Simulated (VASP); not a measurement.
N2, 2 atoms in the cell. The cell holds a molecule in a box, 2 atoms: a = 10.000 Å, b = 10.500 Å, c = 11.000 Å, α = 90.00°, β = 90.00°, γ = 90.00°. 

```yaml
Program: VASP 6.6.1
Task: single point
Functional: PBEsol
Potentials_or_basis: VASP PAW PBE potentials, release 64 (N)
Cutoff: 520 eV
k_mesh: 1 × 1 × 1
Occupations: gaussian, width 0.02 eV
Spin: no spin polarisation
Further_INCAR_settings: ALGO = Fast; EDIFF = 1e-06; NBANDS = 12
```

Potentials or basis: VASP PAW PBE potentials, release 64 (N).

Command:

```bash
$ cat potpaw_PBE.64/N/POTCAR > POTCAR
$ mpirun -np 1 vasp_std > vasp.out
```

Hardware: 1 thread of Intel(R) Xeon(R) 6975P-C (Granite Rapids), with other jobs on the host.

Q: How long does it take, and how much memory?

A: Run time: 65 s on 1 thread of Intel(R) Xeon(R) 6975P-C (Granite Rapids), on a shared host, peak memory 0.89 GiB. Counts: scf iterations 20, k points 1.
